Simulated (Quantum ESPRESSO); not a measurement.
CsSnI3:

```
Cs I Sn
1.0
     6.20570    0.00000    0.00000
     0.00000    6.20570    0.00000
     0.00000    0.00000    6.20570
Cs I Sn
1 3 1
Direct
  0.00000 0.00000 0.00000
  0.50000 0.50000 0.00000
  0.50000 0.00000 0.50000
  0.00000 0.50000 0.50000
  0.50000 0.50000 0.50000
```

Base run:

```yaml
Program: Quantum ESPRESSO 7.5
Functional: PBEsol
Potentials_or_basis: GBRV 1.5 PBEsol
Cutoff: 925 eV
Density_cutoff: 7401 eV
k_mesh: 5 × 5 × 5
Occupations: fermi-dirac, width 0.05 eV
Spin: no spin polarisation
```

Its results: pressure -0.7 GPa.

Task: The run is repeated on the same cell with these changes: functional from PBEsol to PBE; potentials or basis from GBRV 1.5 PBEsol to SSSP 1.3 efficiency PBE; cutoff from 925 eV to 816 eV; density cutoff from 7401 eV to 6531 eV. What comes out?

Result: Pressure 0.5 GPa.

Caveats: the cell was measured hot, at 500 K.
